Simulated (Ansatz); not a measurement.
Crystal: HfO2.

```
Hf O
1.0
     4.81353    0.00000    0.00000
     0.00000    4.81353    0.00000
     0.00000    0.00000    3.20542
Hf O
2 4
Direct
  0.50000 0.50000 0.50000
  0.00000 0.00000 0.00000
  0.80504 0.19496 0.50000
  0.69496 0.69496 0.00000
  0.30504 0.30504 0.00000
  0.19496 0.80504 0.50000
```

Measurements of this composition are mostly on another form, of space group No. 14.

Base run:

- Program: Ansatz 0.2.0
- Functional: r2SCAN
- Potentials or basis: Ansatz PAW
- Cutoff: 500 eV (not typed: the program's choice for these potentials)
- k mesh: 6 × 6 × 8
- Occupations: fermi-dirac, width 0.05 eV
- Spin: no spin polarisation

Its results: band gap on the k mesh 4.59 eV, direct; pressure 3.6 GPa; largest force 0.041 eV/Å.

Task: The run is repeated on the same cell with these changes: functional from r2SCAN to PBE; cutoff from 500 eV (not typed: the program's choice for these potentials) to 420 eV (not typed: the program's choice for these potentials); occupations from fermi-dirac, width 0.05 eV to gaussian, width 0.012 eV. What comes out?

Result: Band gap on the k mesh 4.04 eV, direct; pressure 8.5 GPa; largest force 0.080 eV/Å.

Caveats: spin-orbit coupling is left out, which moves the levels of the heavy elements; the PAW data sets come from PBE, with cores solved anew for the run's functional, which leaves a small shift of forces and pressure (some runs).
